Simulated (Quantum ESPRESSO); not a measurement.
Runs of Quantum ESPRESSO 7.5 on Be. It takes space group P6_3/mmc (No. 194, hexagonal). Conventional cell: a = 2.285 Å, b = 2.285 Å, c = 3.584 Å, α = 90.00°, β = 90.00°, γ = 120.00°. Be (site symmetry -6m2) is surrounded by 12 Be at 2.23 to 2.29 Å. 

```tsv
task	level	potentials or basis	cell	most ionic steps	forc conv thr	etot conv thr	ion dynamics	cell dynamics	gap on the mesh (eV)	pressure (GPa)
relaxation of cell and atoms	rev-vdW-DF2	PseudoDojo 0.4.1 SR PBE standard	relaxed to 0.3 kbar	40	0.0004 Ry/bohr	1e-05 Ry	bfgs	bfgs	none	0.0
band structure	PBEsol	PseudoDojo 0.4.1 SR PBEsol standard	as given	-	-	-	-	-	none	-3.3
band structure	PBE	PseudoDojo 0.4.1 SR PBE standard	as given	-	-	-	-	-	none	(a)
relaxation of cell and atoms	PBE+D3(BJ)	PseudoDojo 0.4.1 SR PBE standard	relaxed to 0.3 kbar	40	0.0004 Ry/bohr	1e-05 Ry	bfgs	bfgs	none	-0.1
relaxation of cell and atoms	LDA	PseudoDojo 0.4.1 SR LDA standard	relaxed to 0.3 kbar	40	0.0004 Ry/bohr	1e-05 Ry	bfgs	bfgs	none	-0.1
band structure	LDA	PseudoDojo 0.4.1 SR LDA standard	as given	-	-	-	-	-	none	-8.0
```

Alike in all rows: no spin polarisation; k mesh 13 × 13 × 8; cutoff (eV) 1197; smearing fermi-dirac 0.05 eV.

Question: Fill in the values left out.

Answer: (a) -2.0.

Caveats: the potentials were made for another functional, which shifts forces and pressure (some runs); pairwise dispersion overbinds metals, which lowers pressure and volume (some runs).

A gap of «none» marks a metal or a gap under the smearing width.
